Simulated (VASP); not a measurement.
# Bi (P6_3/mmc) in VASP: further runs

Runs on Bi. Level: PBEsol. Tasks: single point.

All numbers are computed with VASP 6.6.1; they aren't measurements. Logs are shortened: lines on timing, memory, paths and dates and some standing lists are left out, and cuts for length are marked.

### 1 The crystal as given

The structure is hexagonal, space group P6_3/mmc (No. 194). Conventional cell: a = 3.485 Å, b = 3.485 Å, c = 5.715 Å, α = 90.00°, β = 90.00°, γ = 120.00°. Bi (site symmetry -6m2) has 12 Bi at 3.49 to 3.50 Å as nearest neighbours.

This isn't the form of Bi at room conditions, which is rhombohedral.

### 2 Single point, PBEsol

Contents of INCAR:

```
  PREC = Accurate
  ENCUT = 520
  EDIFF = 1E-7
  ISMEAR = -1
  SIGMA = 0.1
  LREAL = False
  LASPH = True
  NELM = 100
  ALGO = Fast
  ISIF = 2
  LWAVE = False
  LCHARG = True
  GGA = PS
  LELF = True
  LVHAR = True
  NBANDS = 22
```

Contents of KPOINTS:

```
regular mesh
0
Gamma
  12 12 6
```

Contents of POSCAR:

```
Bi
1.0
    3.4853604170      0.0000000000      0.0000000000
   -1.7426802085      3.0184106625      0.0000000000
    0.0000000000      0.0000000000      5.7153598416
Bi
2
Direct
    0.3333333333      0.6666666667      0.2500000000
    0.6666666667      0.3333333333      0.7500000000
```

Potentials or basis: VASP PAW PBE potentials, release 64 (Bi_d).

Command:

```sh
$ cat potpaw_PBE.64/Bi_d/POTCAR > POTCAR
$ mpirun -np 1 vasp_std > vasp.out
```

OUTCAR:

```text
PREC = Accurate
   ENCUT = 520
   EDIFF = 1E-7
   ISMEAR = -1
   LREAL = False
   LASPH = True
   NELM = 100
   ISIF = 2
   GGA = PS

 ion  position               nearest neighbor table
   1  0.333  0.667  0.250-   2 3.50   2 3.50   2 3.50   2 3.50   2 3.50   2 3.50
   2  0.667  0.333  0.750-   1 3.50   1 3.50   1 3.50   1 3.50   1 3.50   1 3.50

  LATTYP: Found a hexagonal cell.
 ALAT       =     3.4853604170
 C/A-ratio  =     1.6398188875

  Lattice vectors:

 A1 = (   3.4853604170,   0.0000000000,   0.0000000000)
 A2 = (  -1.7426802085,   3.0184106625,   0.0000000000)
 A3 = (   0.0000000000,   0.0000000000,   5.7153598416)

Analysis of symmetry for initial positions (statically):
=====================================================================
 Subroutine PRICEL returns:
 Original cell was already a primitive cell.

 Routine SETGRP: Setting up the symmetry group for a
 hexagonal supercell.

 Subroutine GETGRP returns: Found 24 space group operations
 (whereof 12 operations were pure point group operations)
 out of a pool of 24 trial point group operations.

The static configuration has the point symmetry D_3d.
 The point group associated with its full space group is D_6h.

Analysis of symmetry for dynamics (positions and initial velocities):
=====================================================================
 Subroutine PRICEL returns:
 Original cell was already a primitive cell.

 Routine SETGRP: Setting up the symmetry group for a
 hexagonal supercell.

 Subroutine GETGRP returns: Found 24 space group operations
 (whereof 12 operations were pure point group operations)
 out of a pool of 24 trial point group operations.

The dynamic configuration has the point symmetry D_3d.
 The point group associated with its full space group is D_6h.

 Subroutine INISYM returns: Found 24 space group operations
 (whereof 12 operations are pure point group operations),
 and found     1 'primitive' translations

----------------------------------------------------------------------------------------

                                     Primitive cell

  volume of cell :      60.1270

  direct lattice vectors                    reciprocal lattice vectors
     3.485360417  0.000000000  0.000000000     0.286914373  0.165650091  0.000000000
    -1.742680208  3.018410663  0.000000000     0.000000000  0.331300181  0.000000000
     0.000000000  0.000000000  5.715359842     0.000000000  0.000000000  0.174967111

  length of vectors
     3.485360417  3.485360417  5.715359842     0.331300181  0.331300181  0.174967111

  position of ions in fractional coordinates (direct lattice)
     0.333333333  0.666666667  0.250000000
     0.666666667  0.333333333  0.750000000

  ion indices of the primitive-cell ions
   primitive index   ion index
                 1           1
                 2           2

----------------------------------------------------------------------------------------

 KPOINTS: regular mesh

Automatic generation of k-mesh.
 Grid dimensions read from file:
 generate k-points for:   12   12    6

 Generating k-lattice:

  Cartesian coordinates                     Fractional coordinates (reciprocal lattice)
     0.023909531  0.013804174  0.000000000     0.083333333  0.000000000  0.000000000
     0.000000000  0.027608348  0.000000000     0.000000000  0.083333333  0.000000000
     0.000000000  0.000000000  0.029161185     0.000000000  0.000000000  0.166666667

  Length of vectors
     0.027608348  0.027608348  0.029161185

  Shift w.r.t. Gamma in fractional coordinates (k-lattice)
     0.000000000  0.000000000  0.000000000

 Subroutine IBZKPT returns following result:
 ===========================================

 Found     76 irreducible k-points:

 Following reciprocal coordinates:
            Coordinates               Weight
  0.000000  0.000000  0.000000      1.000000
  0.083333  0.000000  0.000000      6.000000
  0.166667  0.000000  0.000000      6.000000
  0.250000  0.000000  0.000000      6.000000
  0.333333  0.000000  0.000000      6.000000
  0.416667  0.000000  0.000000      6.000000
[... 16 lines left out ...]
  0.250000  0.000000  0.166667     12.000000
  0.333333  0.000000  0.166667     12.000000
 [... further k-points ...]
   k-points           NKPTS =     76   k-points in BZ     NKDIM =     76   number of bands    NBANDS=     22
   number of dos      NEDOS =    301   number of ions     NIONS =      2
   total plane-waves  NPLWV =  37632
   dimension x,y,z NGX =    28 NGY =   28 NGZ =   48
   dimension x,y,z NGXF=    56 NGYF=   56 NGZF=   96
   ions per type =               2
   NGX,Y,Z   is equivalent  to a cutoff of  13.36, 13.36, 13.96 a.u.
   NGXF,Y,Z  is equivalent  to a cutoff of  26.71, 26.71, 27.92 a.u.
 SYSTEM =  unknown system
   PREC   = accura    normal or accurate (medium, high low for compatibility)
   ISTART =      0    job   : 0-new  1-cont  2-samecut
   ICHARG =      2    charge: 1-file 2-atom 10-const
   ISPIN  =      1    spin polarized calculation?
   LNONCOLLINEAR =      F non collinear calculations
   LSORBIT =      F    spin-orbit coupling
   LASPH  =      T    aspherical Exc in radial PAW
   ENCUT  =  520.0 eV  38.22 Ry    6.18 a.u.   6.48  6.48 10.63*2*pi/ulx,y,z
   NELM   =    100;   NELMIN=  2; NELMDL= -5     # of ELM steps
   EDIFF  = 0.1E-06   stopping-criterion for ELM
   LREAL  =      F    real-space projection
   EDIFFG = 0.1E-05   stopping-criterion for IOM
   NSW    =      0    number of steps for IOM
   IBRION =     -1    ionic relax: 0-MD 1-quasi-New 2-CG
   NFREE  =      0    steps in history (QN), initial steepest desc. (CG)
   ISIF   =      2    stress and relaxation
   ISYM   =      2    0-nonsym 1-usesym 2-fastsym
   POTIM  = 0.5000    time-step for ionic-motion
   TEBEG  =    0.0;   TEEND  =   0.0 temperature during run
   PSTRESS=    0.0 pullay stress
   NELECT =      30.0000    total number of electrons
   NUPDOWN=      -1.0000    fix difference up-down
   EMIN   =  10.00;   EMAX   =-10.00  energy-range for DOS
   EFERMI =   0.00;   METHOD = LEGACY
   ISMEAR =    -1;   SIGMA  =   0.10  broadening in eV -4-tet -1-fermi 0-gaus
   EFERMI_NEDOS =   21; number of points for ismear=-14 and -15
   IALGO  =     68    algorithm
   IMIX   =      4    mixing-type and parameters
     AMIX     =   0.40;   BMIX     =  1.00
     AMIX_MAG =   1.60;   BMIX_MAG =  1.00
  volume/ion in A,a.u.               =      30.06       202.88
  Fermi-wavevector in a.u.,A,eV,Ry     =   1.298450  2.453716 22.939063  1.685974
  Thomas-Fermi vector in A             =   2.429778
   LORBIT       =      0    0 simple, 1 ext, 2 COOP (PROOUT), +10 PAW based schemes
   GGA     = PS    functional components
   LHFCALC =     F    Hartree Fock is set to
   AEXX    =    0.0000 exact exchange contribution
   IVDW    =     0    specifies the selected vdW correction
   LEPSILON=     F    determine dielectric tensor
   LRPA    =     F    only Hartree local field effects (RPA)
 non-spin polarized calculation
 RMM-DIIS sequential band-by-band and
  energy-cutoff  :      520.00
  volume of cell :       60.13
 maximum number of plane-waves:      1653
 NGX is ok and might be reduce to    28
   NGX = 13   NGY = 13   NGZ = 21

 number of electron      30.0000000 magnetization

 Free energy of the ion-electron system (eV)
  ---------------------------------------------------
  ext. energy  EPLUGINS =         0.00000000
  ---------------------------------------------------
  free energy    TOTEN  =        -8.45390267 eV

  energy without entropy =       -8.41919642  energy(sigma->0) =       -8.43654955

 E-fermi :   8.2610     XC(G=0): -10.6062

 val. band max:        8.2207328480   @ k =   0.4167   0.0833   0.1667
 cond. band min:       8.2864257820   @ k =   0.1667   0.0833   0.3333
 fundamental gap:      0.0656929340
 Fermi energy:         8.2609680947

 k-point     1 :       0.0000    0.0000    0.0000
  band No.  band energies     occupation
      1     -14.7729      2.00000
      2     -14.7651      2.00000
      3     -14.7509      2.00000
      4     -14.7509      2.00000
      5     -14.7410      2.00000
      6     -14.7410      2.00000
[... 14 lines left out ...]
     21      18.2398      0.00000
     22      18.9290      0.00000

 k-point     2 :       0.0833    0.0000    0.0000
  band No.  band energies     occupation
      1     -14.7740      2.00000
      2     -14.7636      2.00000
      3     -14.7462      2.00000
      4     -14.7410      2.00000
      5     -14.7365      2.00000
      6     -14.7311      2.00000
[... 14 lines left out ...]
     21      18.1979      0.00000
     22      18.2490      0.00000

 k-point     3 :       0.1667    0.0000    0.0000
  band No.  band energies     occupation
      1     -14.7873      2.00000
      2     -14.7511      2.00000
      3     -14.7431      2.00000
      4     -14.7312      2.00000
      5     -14.7277      2.00000
      6     -14.7142      2.00000
[... 14 lines left out ...]
     21      17.6708      0.00000
     22      18.3252      0.00000

 k-point     4 :       0.2500    0.0000    0.0000
  band No.  band energies     occupation
      1     -14.8059      2.00000
      2     -14.7489      2.00000
      3     -14.7478      2.00000
      4     -14.7388      2.00000
      5     -14.7272      2.00000
      6     -14.6782      2.00000
[... 14 lines left out ...]
     21      17.2919      0.00000
     22      18.0484      0.00000

 k-point     5 :       0.3333    0.0000    0.0000
  band No.  band energies     occupation
      1     -14.8234      2.00000
      2     -14.7656      2.00000
      3     -14.7546      2.00000
      4     -14.7492      2.00000
      5     -14.7044      2.00000
      6     -14.6743      2.00000
[... 417 lines left out ...]
 k-point    22 :       0.1667    0.0000    0.1667
  band No.  band energies     occupation
      1     -14.7855      2.00000
      2     -14.7587      2.00000
      3     -14.7507      2.00000
      4     -14.7329      2.00000
      5     -14.7272      2.00000
      6     -14.7081      2.00000
[... 14 lines left out ...]
     21      16.9959      0.00000
     22      18.5271      0.00000

 k-point    23 :       0.2500    0.0000    0.1667
  band No.  band energies     occupation
      1     -14.8033      2.00000
      2     -14.7633      2.00000
      3     -14.7507      2.00000
      4     -14.7335      2.00000
      5     -14.7140      2.00000
      6     -14.6851      2.00000
[... 14 lines left out ...]
     21      16.6126      0.00000
     22      18.6236      0.00000

 k-point    24 :       0.3333    0.0000    0.1667
  band No.  band energies     occupation
      1     -14.8200      2.00000
      2     -14.7753      2.00000
      3     -14.7577      2.00000
      4     -14.7410      2.00000
      5     -14.7014      2.00000
      6     -14.6808      2.00000
[... 14 lines left out ...]
     21      16.7298      0.00000
     22      18.1501      0.00000

 [... further k-points ...]

------------------------ aborting loop because EDIFF is reached ----------------------------------------

  FORCE on cell =-STRESS in cart. coord.  units (eV):
  Direction    XX          YY          ZZ          XY          YZ          ZX
  --------------------------------------------------------------------------------------
  -------------------------------------------------------------------------------------
  Total       -0.1683131     -0.1683131      0.1471477     -0.0000000      0.0000000      0.0000000
  in kB       -4.4849639     -4.4849639      3.9209781     -0.0000000      0.0000000      0.0000000
  external PRESSURE =      -1.6829832 kB  Pullay stress =       0.0000000 kB

 VOLUME and BASIS-vectors are now :
 -----------------------------------------------------------------------------
  energy-cutoff  :      520.00
  volume of cell :       60.13
      direct lattice vectors                 reciprocal lattice vectors
     3.485360417  0.000000000  0.000000000     0.286914373  0.165650091  0.000000000
    -1.742680208  3.018410663  0.000000000     0.000000000  0.331300181  0.000000000
     0.000000000  0.000000000  5.715359842     0.000000000  0.000000000  0.174967111

 POSITION                                       TOTAL-FORCE (eV/Angst)
 -----------------------------------------------------------------------------------
     -0.00000      2.01227      1.42884         0.000000      0.000000     -0.000000
      1.74268      1.00614      4.28652        -0.000000      0.000000      0.000000
 -----------------------------------------------------------------------------------
    total drift:                               -0.000000      0.000000      0.000000

  FREE ENERGIE OF THE ION-ELECTRON SYSTEM (eV)
  ---------------------------------------------------
  free  energy   TOTEN  =        -8.4539026727 eV

  energy  without entropy=       -8.4191964194  energy(sigma->0) =       -8.43654955
```

Wall time 2.7 min (1 thread of Intel Xeon Platinum 8375C at 2.90GHz (Ice Lake), shared host); peak memory 0.23 GiB.

What came out:

| Item | Value |
| --- | --- |
| Free energy | -8.4539 eV |
| Pressure | -0.2 GPa |
| Band gap on the k mesh | none (metal or under the smearing width) |

Stress tensor (GPa, compression positive):
```
-0.45  0.00  0.00
 0.00 -0.45  0.00
 0.00  0.00  0.39
```

Caveat: the PAW data sets were made with another functional, which shifts forces and pressure a little; spin-orbit coupling is left out, which moves the levels of the heavy elements.

[end of part 1 of 2]
